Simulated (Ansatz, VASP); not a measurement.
**GaSb: VASP beside Ansatz**

The input run.py:

```python
from ase.calculators.vasp import Vasp
from ase.dft.dos import DOS
from ase.io import read

atoms = read('POSCAR')
calc = Vasp(
    directory='calc',
    xc='blyp',
    pp='PBE',
    setups={'base': 'minimal', 'Ga': '_h'},
    prec='Accurate',
    encut=900,
    ediff=1e-07,
    ismear=-1,
    sigma=0.1,
    lreal=False,
    lasph=True,
    nelm=80,
    algo='Normal',
    isif=2,
    lwave=False,
    lcharg=False,
    lorbit=11,
    kpts=[8, 8, 8],
    gamma=True,
    nbands=16,
)
atoms.calc = calc

print('energy (eV):', atoms.get_potential_energy())
print('free energy (eV):', atoms.get_potential_energy(force_consistent=True))
print('forces (eV/A):')
print(atoms.get_forces())
print('stress (eV/A^3, Voigt):', atoms.get_stress())
print('Fermi level (eV):', calc.get_fermi_level())
dos = DOS(calc, width=0.1, window=(-10, 10), npts=201)
print('E - E_F (eV), DOS (1/eV)')
for e, g in zip(dos.get_energies(), dos.get_dos()):
    print(f'{e:8.3f} {g:10.4f}')
```

File POSCAR:

```
GaSb
1.0
    0.0000000000      3.1384898525      3.1384898525
    3.1384898525      0.0000000000      3.1384898525
    3.1384898525      3.1384898525      0.0000000000
Sb Ga
1 1
Direct
    0.7500000000      0.7500000000      0.7500000000
    0.0000000000      0.0000000000      0.0000000000
```

input.yaml

```yaml
crystal:
  lattice:
    - [0.0, 3.1384898525, 3.1384898525]
    - [3.1384898525, 0.0, 3.1384898525]
    - [3.1384898525, 3.1384898525, 0.0]
  atoms:
    - { symbol: Sb, position: [0.75, 0.75, 0.75] }
    - { symbol: Ga, position: [0.0, 0.0, 0.0] }
hamiltonian:
  xc: blyp
  pseudopotentials: { kind: paw }
kpoints:
  mp_grid: { grid: [8, 8, 8] }
scf:
  occupations: { method: fermi_dirac, width: 0.1 }
  n_extra_bands: 6
output:
  forces: true
  stress: true
  eigenvalues: true
  dos: { projected: false, de: 0.05, nscf_kmesh: { grid: [12, 12, 12] } }
  write_density: true
  write_potential: true
  elf: true
  volumetric_format: npy
```

Change from the starting cell: volume scaled by 1.08.

Alike in both runs: task density of states; functional BLYP; k mesh 8 × 8 × 8; occupations fermi-dirac, width 0.1 eV; no spin polarisation.

```csv
,VASP,Ansatz
version,VASP 6.6.1,Ansatz 0.2.0
potentials or method,"VASP PAW PBE potentials, release 64 (Sb, Ga_h)",Ansatz PAW
plane-wave cutoff (eV),900,420
valence electrons in the cell,18,28
```

```csv
,VASP,Ansatz,Ansatz less VASP
gap on the k mesh at the Fermi level (eV),none,none,-
pressure (GPa),1.6,1.4,-0.14
```

A gap of «none» marks a metal or a gap that the smearing closes. With one functional, cell and mesh, what is left measures potentials, basis and numerics. The two sets of potentials don't hold the same shells in valence.

Caveats: the PAW data sets were made with another functional, which shifts forces and pressure a little (VASP); the PAW data sets come from PBE, with cores solved anew for the run's functional, which leaves a small shift of forces and pressure (Ansatz); the density of states is complete only up to the lowest level of the last band computed (Ansatz). The runs have no spin-orbit coupling, so splittings on Sb are missing.
